TiCo in the CsCl structure is a cubic metal in which every atom has eight neighbours of the other kind. A spin-polarised PBE calculation squeezes and stretches the cell about its state of lowest energy. In the table, the energy over minimum is the cost of the change per atom. The pressure is positive where an outside push must keep the solid from expanding and negative where an outside pull must keep it from shrinking.

TiCo in the CsCl structure, computed with Ansatz 0.2.0: collinear spin-polarised, scalar-relativistic PBE without dispersion correction, PAW, 420 eV plane-wave cutoff, 18×18×18 k mesh, Gaussian smearing of 0.1 eV. Energies are extrapolated to zero smearing and count from the minimum of a third-order Birch-Murnaghan fit; pressures come from the stress.

```csv
volume (Å³/atom),energy over minimum (meV/atom),pressure (GPa)
11.70,123.30,27.210
12.10,65.70,18.910
12.50,27.60,11.660
12.90,6.50,5.400
13.30,0.00,0.010
13.70,5.90,-4.610
14.10,22.40,-8.550
14.63,58.30,-12.900
```

**(a) The rows at 12.50 and 14.10 Å³/atom lie almost equally far from the minimum. Which change costs more energy, and why?**

Squeezing costs more: 27.6 meV/atom against 22.4 meV/atom for stretching. The valley is therefore steeper on its compressed side, and no row breaks the pattern.

Part of the difference is geometry: taking away a given volume changes the cell edge more than adding the same volume does. The rest is usually traced to two opposing tendencies. Bonding between the atoms draws the cell inward. The electrons resist, because confining them to less space raises their kinetic energy, and because the Pauli principle keeps the filled shells of neighbouring atoms from overlapping freely. At the minimum the inward pull and the outward push cancel.

The push depends more steeply on distance than the pull. On squeezing, both grow, but the push grows faster. On stretching, the push fades first and leaves the bonding to draw the cell back, yet this pull is itself weakening. This is the standard account of cohesion in metals; the calculation gives total energies and pressures but doesn't separate the two parts.

The pressures show the consequence directly. The stiffness, meaning the bulk modulus $B=-V\,dP/dV$ with volume $V$ and pressure $P$, falls at every step of expansion. It drops from about 250 GPa between the two smallest volumes to about 120 GPa between the two largest. The solid loses half its stiffness although the cell edge changes by only a few per cent either way.

**(b) Can a formula with a single stiffness reproduce this? Test it on the energy and the pressure at 11.70 Å³/atom.**

Harmonic springs between neighbours would make the energy a parabola in the cell edge $a$. Such a parabola, fitted to all eight rows, puts the most stretched row 11 meV/atom too high, because real bonds soften as they lengthen. For the two rows of part (a) it gives 28.0 and 25.6 meV/atom, so geometry alone accounts for a little under half of their difference. A better variable is the strain

$$f=\tfrac12\left[\left(\frac{V_0}{V}\right)^{2/3}-1\right]=\tfrac12\left[\left(\frac{a_0}{a}\right)^{2}-1\right],$$

where $V_0=13.30$ Å³/atom and $a_0$ belong to the minimum. With $B_0$ the bulk modulus there, the energy is

$$E=\tfrac92V_0B_0f^2=\tfrac98V_0B_0\left[\left(\frac{a_0}{a}\right)^4-2\left(\frac{a_0}{a}\right)^2+1\right].$$

The second form shows why this works better: a steep repulsive term competes with a gentler attractive one, as in part (a). The two terms imitate the shape of the competition; they aren't the actual repulsion and bonding energies.

Fitted to the energies of all eight rows, the factor $\tfrac92V_0B_0$ is 62.1 eV/atom, which means $B_0=166.2$ GPa. At 11.70 Å³/atom, $f=0.0446$, so

$$E=62.1\ \text{eV}\times0.0446^2\approx0.124\ \text{eV}.$$

The table has 123.3 meV/atom. This row took part in the fit, so the agreement shows that the shape is right, not that the formula can predict.

The pressures are a stricter test, since they were computed from the stress and not used in the fit. Differentiating the energy gives

$$P=-\frac{dE}{dV}=3B_0f\left(\frac{V_0}{V}\right)^{5/3}\approx27.5\ \text{GPa},$$

about 1% above the 27.21 GPa of the table. Part of this gap comes from the settings: the energies are extrapolated to zero smearing of the electron occupations, whereas the stress follows the smeared free energy. The printed analysis below compares the two routes over the three smallest volumes.

Near the minimum the formula makes the stiffness rise by 4 GPa for each GPa of applied pressure, and the computed pressures give 4.1. That is a handy rule for moderate loads on this solid, with thermal motion left out.

**(c) The calculated metal is magnetic at every volume. How should its moment respond to squeezing, and what does that mean for the stiffness?**

It should shrink, and it does: the moment on Co is 1.13 Bohr magnetons at the largest volume and 0.635 at the smallest. Closer atoms overlap more, which broadens the bands of d electrons. Aligning spins then means lifting electrons further up in energy, while the gain from exchange stays much the same. Squeezing thus weakens the magnetism. The broadening is the expected cause; the results don't include the widths of the bands.

The stiffness found above therefore belongs to a magnetic solid whose moment changes along the curve. How much the magnetism contributes to it, or to the asymmetry of part (a), is unknown, because there is no nonmagnetic calculation to compare with. The question matters in practice: real TiCo of exact composition is reported to have no ferromagnetic order, and PBE often exaggerates moments in weakly magnetic metals.

Output of the analysis:

```
fit of energy_over_minimum on 8 rows: coefficient of f2 62105 +/- 66; rms 0.154, worst 14.63 0.374, leave-one-out rms 0.215
fit of energy_over_minimum on 8 rows: coefficient of x2 66863 +/- 2199; rms 4.77, worst 14.63 11.2, leave-one-out rms 7.46
fit of energy_over_minimum on 8 rows: coefficient of v2 7692 +/- 433; rms 8.12, worst 14.63 18.4, leave-one-out rms 12.7
Misses of the forms (prediction less value) and stiffness:
    row  strain form meV  edge parabola meV  volume parabola meV  predicted P GPa  P miss GPa  stiffness from row above to this row GPa  Co moment muB  Ti moment muB
   11.7          -0.1418             -6.688               -12.31            27.49      0.2778                                       n/a          0.635          0.025
   12.1          -0.1128             -1.469               -3.216            18.97     0.05942                                     247.6          0.765          0.015
   12.5          0.06666             0.3919               0.2154            11.67     0.01201                                     223.5          0.853              0
   12.9          0.09593              0.387               0.4869            5.408    0.008352                                     199.3           0.92         -0.016
   13.3        0.0001423          0.0001532            0.0001586          0.02388     0.01388                                       177          0.976         -0.035
   13.7         -0.04482             0.5918               0.9547           -4.611  -0.0005716                                     156.3          1.025         -0.056
   14.1          0.03079              3.192                 5.15           -8.603    -0.05253                                     137.2          1.071         -0.081
  14.63           0.3743              11.16                18.38           -13.08     -0.1803                                     117.5          1.134         -0.117
bulk modulus from the strain form, energies only (GPa): 166.2
energy ratio, row 12.50 over row 14.10: 1.232
pressure size ratio, row 12.50 over row 14.10: 1.364
edge change at the smallest volume (percent): -4.176
edge change at the largest volume (percent): 3.223
stiffness of first interval over last interval: 2.108
rise of stiffness per pressure around the minimum: 4.129
mean pressure 11.70 to 12.50 from stresses, Simpson rule (GPa): 19.08
the same from smeared free energies (GPa): 19.08
the same from the energies of the table (GPa): 19.21
Co moment at largest over smallest volume: 1.786
```
